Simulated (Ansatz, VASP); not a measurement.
## CdTe: VASP beside Ansatz

The input INCAR:

```
SYSTEM = CdTe
PREC = Accurate
ENCUT = 600
EDIFF = 1E-6
ISMEAR = 0
SIGMA = 0.02
LREAL = .FALSE.
LASPH = .TRUE.
NELM = 100
ALGO = Normal
ISIF = 3
LWAVE = .FALSE.
LCHARG = .FALSE.
GGA = CA
IBRION = 2
NSW = 100
EDIFFG = -0.005
```

File KPOINTS:

```
Automatic mesh
0
G
  8 8 8
  0 0 0
```

File POSCAR:

```
CdTe
1.0
    0.0000000000      3.2050000000      3.2050000000
    3.2050000000      0.0000000000      3.2050000000
    3.2050000000      3.2050000000      0.0000000000
Cd Te
1 1
Direct
    0.0000000000      0.0000000000      0.0000000000
    0.7500000000      0.7500000000      0.7500000000
```

Input for Ansatz:

```yaml
crystal:
  lattice:
    - [0.0, 3.205, 3.205]
    - [3.205, 0.0, 3.205]
    - [3.205, 3.205, 0.0]
  atoms:
    - { symbol: Cd, position: [0.0, 0.0, 0.0] }
    - { symbol: Te, position: [0.75, 0.75, 0.75] }
basis:
  ecutwfc: 420
kpoints:
  mp_grid: { grid: [8, 8, 8] }
hamiltonian:
  xc: lda
  pseudopotentials: { kind: paw }
scf:
  occupations: { method: gaussian, width: 0.02 }
output:
  forces: true
  stress: true
  eigenvalues: true
  write_density: true
  write_potential: true
  elf: true
  volumetric_format: npy
relax:
  adjacent_minimum: "off"
  f_tol: 0.005
  max_steps: 80
  cell: { stress_tol: 0.05 }
```

Alike in both runs: task relaxation of cell and atoms; functional LDA; k mesh 8 × 8 × 8; occupations gaussian, width 0.02 eV; no spin polarisation.

```csv
,VASP,Ansatz
version,VASP 6.6.1,Ansatz 0.2.0
potentials or method,"VASP PAW LDA potentials, release 64 (Cd, Te)","scalar-relativistic, plane waves, PAW"
plane-wave cutoff (eV),600,420
valence electrons in the cell,18,36
```

Ansatz gave:

| Property | Result |
| --- | --- |
| gap on the k mesh at the Fermi level, each at its own relaxed structure (eV) | 0.61 |
| relaxed volume (Å³/atom) | 32.92 |
| relaxed cell length with the largest relative difference (Å) | 4.533 |

Question: Which values does VASP return?

Answer: gap on the k mesh at the Fermi level, each at its own relaxed structure (eV): 0.64; relaxed volume (Å³/atom): 33.07; relaxed cell length with the largest relative difference (Å): 4.539.

The two sets of potentials don't hold the same shells in valence.

Caveats: spin-orbit coupling is left out, which moves the levels of the heavy elements. Expect the measured gap to be larger: semilocal functionals such as LDA lack the derivative discontinuity.
